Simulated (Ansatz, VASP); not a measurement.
# Se: VASP beside Ansatz

INCAR

```
  PREC = Accurate
  ENCUT = 520
  EDIFF = 1E-6
  ISMEAR = 0
  SIGMA = 0.1
  LREAL = F
  LASPH = T
  NELM = 100
  ALGO = Normal
  ISIF = 2
  LWAVE = F
  LCHARG = F
  GGA = PE
  NBANDS = 9
```

File KPOINTS:

```
regular mesh
0
Gamma
  14 14 14
```

File POSCAR:

```
Se
1.0
    2.8233791874      0.0000000000      0.0000000000
    0.0000000000      2.8233791874      0.0000000000
    0.0000000000      0.0000000000      2.8233791874
Se
1
Direct
    0.0000000000      0.0000000000      0.0000000000
```

Input for Ansatz:

```yaml
crystal:
  lattice:
    - [2.8233791874, 0.0, 0.0]
    - [0.0, 2.8233791874, 0.0]
    - [0.0, 0.0, 2.8233791874]
  atoms:
    - { symbol: Se, position: [0.0, 0.0, 0.0] }
basis:
  ecutwfc: 420
kpoints:
  mp_grid: { grid: [14, 14, 14] }
hamiltonian:
  xc: pbe
scf:
  occupations: { method: gaussian, width: 0.1 }
output:
  forces: true
  stress: true
  eigenvalues: true
  populations: true
```

Alike in both runs: task single point; functional PBE; k mesh 14 × 14 × 14; occupations gaussian, width 0.1 eV; no spin polarisation.

```csv
,VASP,Ansatz
version,VASP 6.6.1,Ansatz 0.2.0
potentials or method,"VASP PAW PBE potentials, release 64 (Se)","scalar-relativistic, plane waves, PAW"
plane-wave cutoff (eV),520,420
valence electrons in the cell,6,16
```

```tsv
	VASP	Ansatz	Ansatz less VASP
gap on the k mesh at the Fermi level (eV)	none	none	-
pressure (GPa)	0.5	0.5	-0.03
```

A gap of «none» marks a metal or a gap that the smearing closes. The two sets of potentials don't hold the same shells in valence.
